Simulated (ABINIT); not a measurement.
MoS2:

```xyz
3
Lattice="1.5855 0.9154 6.1150 -1.5855 0.9154 6.1150 0.0000 -1.8308 6.1150" Properties=species:S:1:pos:R:3 pbc="T T T"
Mo    0.0000    0.0000    0.0000
S     0.0000    0.0000    4.5862
S     0.0000    0.0000   13.7587
```

Measurements of this composition are mostly on another form, of space group No. 194.

| Property | Result |
| --- | --- |
| Program | ABINIT 10.8.3 (patched build) |
| Task | relaxation of cell and atoms |
| Functional | r2SCAN |
| Potentials or basis | JTH PAW PBE v2.0 |
| Cutoff | 653 eV |
| k mesh | 7 × 7 × 7 |
| Occupations | fermi-dirac, width 0.05 eV |
| Spin | no spin polarisation |

At the start: pressure 7.9 GPa; volume 17.75 Å³/atom.

Q: Where does the relaxation end?

A: Over 12 steps the energy falls by 22.0 meV/atom and the volume is 18.83 Å³/atom (+6.1 %); space group R-3m (No. 166, to 0.05 Å).

Step by step:
| step | energy change (eV) | largest force (eV/Å) | pressure (GPa) | volume (Å³) |
| --- | --- | --- | --- | --- |
| 1 | 0.0000 | 0.8550 | 7.91 | 53.25 |
| 2 | -0.0539 | 0.2579 | 3.05 | 54.55 |
| 3 | -0.0635 | 0.0705 | 0.37 | 55.39 |
| 4 | -0.0638 | 0.0875 | 0.15 | 55.50 |
| 5 | -0.0645 | 0.0889 | -0.16 | 55.75 |
| 6 | -0.0649 | 0.0591 | -0.16 | 55.88 |
| 7 | -0.0650 | 0.0268 | -0.03 | 55.91 |
| 8 | -0.0651 | 0.0046 | 0.08 | 55.93 |
| 9 | -0.0653 | 0.0203 | 0.23 | 55.98 |
| 10 | -0.0657 | 0.0437 | 0.34 | 56.13 |
| 11 | -0.0659 | 0.0419 | 0.29 | 56.34 |
| 12 | -0.0661 | 0.0164 | 0.11 | 56.49 |

Final structure:
```xyz
3
Lattice="1.6114 0.9303 6.2799 -1.6114 0.9303 6.2799 0.0000 -1.8607 6.2799" Properties=species:S:1:pos:R:3 pbc="T T T"
Mo    0.0000    0.0000    0.0000
S     0.0000    0.0000    4.7250
S     0.0000    0.0000   14.1148
```

Caveat: the PAW data sets were made with another functional, which shifts forces and pressure a little.
